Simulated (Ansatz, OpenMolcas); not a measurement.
**A small benchmark: dipole moment**

10 molecules with halogens; the dipole moment in D, computed less measured. Shapes, held fixed at every level: PBE0-D4/def2-TZVP. No vibrational averaging. Dipoles are compared by magnitude; molecules under 1 D, whose direction can flip, are left out. Programs: Ansatz 0.2.0, OpenMolcas 26.06. Measured values: NIST CCCBDB.

Levels: A = r2SCAN-D4/def2-TZVPP; B = B3LYP/6-31G* (spherical functions); C = wB97M-V/def2-TZVPP.

| molecule | measured | A | B | C |
| --- | --- | --- | --- | --- |
| NOF (nitrosyl fluoride) | 1.81 | -0.48 | -0.70 | -0.36 |
| CH2F2 (difluoromethane) | 1.97 | -0.17 | -0.28 | -0.11 |
| CHBrF2 (bromodifluoromethane) | 1.50 | -0.14 | -0.11 | -0.13 |
| CHF3 (trifluoromethane) | 1.65 | -0.15 | -0.26 | -0.09 |
| C2H3Br (vinyl bromide) | 1.42 | +0.03 | +0.12 | +0.05 |
| C2H3F3 (1,1,1-trifluoroethane) | 2.32 | -0.09 | -0.31 | -0.04 |
| C2H4Cl2 (1,1-dichloroethane) | 2.06 | +0.03 | +0.11 | -0.04 |
| C2H4F2 (1,1-difluoroethane) | 2.27 | -0.13 | -0.33 | -0.08 |
| C2H5Br (bromoethane) | 2.03 | +0.18 | +0.21 | +0.10 |
| C2H5Cl (chloroethane) | 2.05 | +0.05 | +0.11 | -0.01 |

Q: Sum up the errors.

A: 
```
                             level                    kind  mean error  mean absolute error  worst case
              r2SCAN-D4/def2-TZVPP                meta-GGA      -0.087                0.145         NOF
B3LYP/6-31G* (spherical functions)           global hybrid      -0.144                0.254         NOF
                wB97M-V/def2-TZVPP  range-separated hybrid      -0.071                0.101         NOF
```

On this set wB97M-V/def2-TZVPP has the smallest mean absolute error and B3LYP/6-31G* (spherical functions) the largest. wB97M-V/def2-TZVPP is too low in 8 of 10. All levels miss NOF on one side, which points to its shape or to the tabulated value. The levels differ in basis as well as in method. The tabulated value of NOF is in doubt (older tables, estimates, or at odds with other calculations) and kept here. Over the 9 molecules whose values aren't doubted the mean absolute errors are A 0.108; B 0.204; C 0.072. Relativity is left out for Br. The set is small.

The sign of the error follows the halogen. Every fluorine-containing molecule comes out too weakly polar at all three levels, while the molecules with only chlorine or bromine are mostly too polar, the exceptions being the two chlorides with wB97M-V, which fall marginally low. The mean signed errors therefore hide some cancellation.

Fluorine draws charge into a compact, strongly electron-rich valence shell, whose outer density needs flexible and diffuse functions. A small double-zeta basis describes this poorly, which probably explains much of B3LYP's larger deficit for the fluorocarbons. CHBrF2 breaks that pattern, with B3LYP slightly closest to experiment, perhaps because opposite errors in the C-F and C-Br bond contributions partly offset each other. For the heavier halogens, too few polarization functions can instead exaggerate the bond dipole, in line with the B3LYP overestimates.

r2SCAN and wB97M-V share a basis, so the modest gap between them reflects the functional. The B3LYP results, by contrast, are no verdict on that functional in a larger basis.
